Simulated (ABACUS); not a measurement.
The system is MgO.

```
CELL_PARAMETERS angstrom
0.00000 2.09700 2.09700
2.09700 0.00000 2.09700
2.09700 2.09700 0.00000
ATOMIC_POSITIONS crystal
Mg 0.00000 0.00000 0.00000
O 0.50000 0.50000 0.50000
```

The cell is a database's computed one.

Base run:

```yaml
Program: ABACUS 3.10.1
Functional: PW91
Potentials_or_basis: PseudoDojo NC SR 0.5 PBE stringent
Cutoff: 1252 eV
Density_cutoff: 5007 eV
Basis: plane waves
k_mesh: 9 × 9 × 9
Occupations: fermi-dirac, width 0.05 eV
Spin: no spin polarisation
```

Its results: band gap on the k mesh 4.92 eV, direct; pressure 6.6 GPa.

**Question.** The run is repeated on the same cell with these changes: functional from PW91 to PBEsol. What comes out?

**Answer.** Band gap on the k mesh 4.73 eV, direct; pressure 2.9 GPa.

PBEsol binds more tightly than PW91, so the same cell stands under less pressure.

Caveats: the potentials were made for another functional, which shifts forces and pressure; an odd mesh through Γ misses points on the zone boundary, where band edges often lie.

Not every run made on this cell is shown here.
